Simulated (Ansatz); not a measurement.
# TiAl: the cost of one run

Program: Ansatz 0.2.0. Level of theory: DFT PBE, scalar-relativistic, plane waves, PAW. These are calculated values, not measurements.

## Step 1: Starting point

Symmetry: P4/mmm, No. 123, tetragonal system. The conventional cell has a = 2.837 Å, b = 2.837 Å, c = 4.059 Å, α = 90.00°, β = 90.00°, γ = 90.00°. Ti (site symmetry 4/mmm) has 4 Ti at 2.84 Å and 8 Al at 2.85 Å in its first shell of neighbours. Al (site symmetry 4/mmm) has 4 Al at 2.84 Å and 8 Ti at 2.85 Å in its first shell of neighbours.

As a file:

```
Ti Al
1.0
     2.83730    0.00000    0.00000
     0.00000    2.83730    0.00000
     0.00000    0.00000    4.05910
Ti Al
1 1
Direct
  0.00000 0.00000 0.00000
  0.50000 0.50000 0.50000
```

The cell is taken as given, not relaxed at this level.

## Step 2: The reference cell

Reference values: F = -3037.9900 eV; pressure -0.70 GPa; largest force 0.000 eV/Å; gap on the mesh none (metal). It was computed beforehand with the settings of the runs below.

## Step 3: Next: energy and stress against strain

The cell is strained by ε times the Voigt pattern (0, 0, 0, 1, 0, 0) (xx, yy, zz, yz, xz, xy; engineering shear), with fractional coordinates fixed (clamped ions). The stress on the pattern is the sum of the stress components weighted by it, tension positive.

## Step 4: At ε = -0.0200

The input, input.yaml:

```yaml
crystal:
  lattice:
    - [2.8373, 0.0, 0.0]
    - [0.0, 2.8373, -0.028373]
    - [0.0, -0.040591, 4.0591]
  atoms:
    - { symbol: Ti, position: [0.0, 0.0, 0.0] }
    - { symbol: Al, position: [0.5, 0.5, 0.5] }
basis:
  ecutwfc: 420
kpoints:
  mp_grid: { grid: [16, 16, 12] }
hamiltonian:
  xc: pbe
scf:
  occupations: { method: gaussian, width: 0.15 }
output:
  forces: true
  stress: true
  eigenvalues: true
```

Command:

```sh
$ ansatz run input.yaml --threads 1 --pin off --max-ram 2560MiB --backend cpu --events-out ev --progress --plain --runs-dir out
```

**Question.** How long does this run take on 1 thread of Intel Xeon Platinum 8259CL at 2.50GHz (Skylake/Cascade Lake), shared host, and how much memory does it need?

About 18 s, with a peak of 0.65 GiB.
